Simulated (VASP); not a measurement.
W, 1 atom in the cell. The structure is cubic, space group Im-3m (No. 229). The conventional cell has a = 3.165 Å, b = 3.165 Å, c = 3.165 Å, α = 90.00°, β = 90.00°, γ = 90.00°. W (site symmetry m-3m) is surrounded by 8 W at 2.74 Å. 

| Quantity | Value |
| --- | --- |
| Program | VASP 6.6.1 |
| Task | relaxation of cell and atoms |
| Functional | LDA |
| Potentials or basis | VASP PAW LDA potentials, release 64 (W_sv) |
| Cutoff | 600 eV |
| k mesh | 16 × 16 × 16 |
| Occupations | methfessel-paxton, width 0.1 eV |
| Spin | no spin polarisation |
| Further INCAR settings | ALGO = Normal; EDIFF = 1e-06; IBRION = 2; EDIFFG = -0.01; NSW = 90; ISIF = 3 |

Potentials or basis: VASP PAW LDA potentials, release 64 (W_sv).

Run with:

```bash
$ cat potpaw_LDA.64/W_sv/POTCAR > POTCAR
$ mpirun -np 1 vasp_std > vasp.out
```

Hardware: 1 thread of AMD EPYC 9R14 (Zen 4), on a shared host.

Question: How long does it take, and how much memory?

Answer: It took 38 s on 1 thread of AMD EPYC 9R14 (Zen 4), on a shared host, peak memory 0.14 GiB. Counts: scf iterations 30, k points 145, ion steps 4.
